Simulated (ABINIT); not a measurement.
The system is ScAl3.

```
Sc Al
1.0
     4.08781    0.00000    0.00000
     0.00000    4.08781    0.00000
     0.00000    0.00000    4.08781
Sc Al
1 3
Cartesian
  0.0000 0.0000 0.0000
  2.0439 2.0439 0.0000
  0.0000 2.0439 2.0439
  2.0439 0.0000 2.0439
```

The cell is a database's computed one.

Program: ABINIT 10.8.3 (patched build). Alike in all runs: potentials or basis JTH PAW PBE v2.0; no spin polarisation; cell as given; cutoff (eV) 408; smearing fermi-dirac 0.05 eV.

Task: Order these runs on this cell by their pressure, lowest first.
A. level PBEsol; k mesh 4 × 4 × 4; mesh quality coarse
B. level BP86; k mesh 7 × 7 × 7; mesh quality not flagged
C. level BLYP; k mesh 7 × 7 × 7; mesh quality not flagged

Result: A (-0.8 GPa), B (1.3 GPa), C (3.8 GPa).

Caveats: some runs use coarse meshes; the PAW data sets were made with another functional, which shifts forces and pressure a little.

Runs at the PBE level aren't shown here.
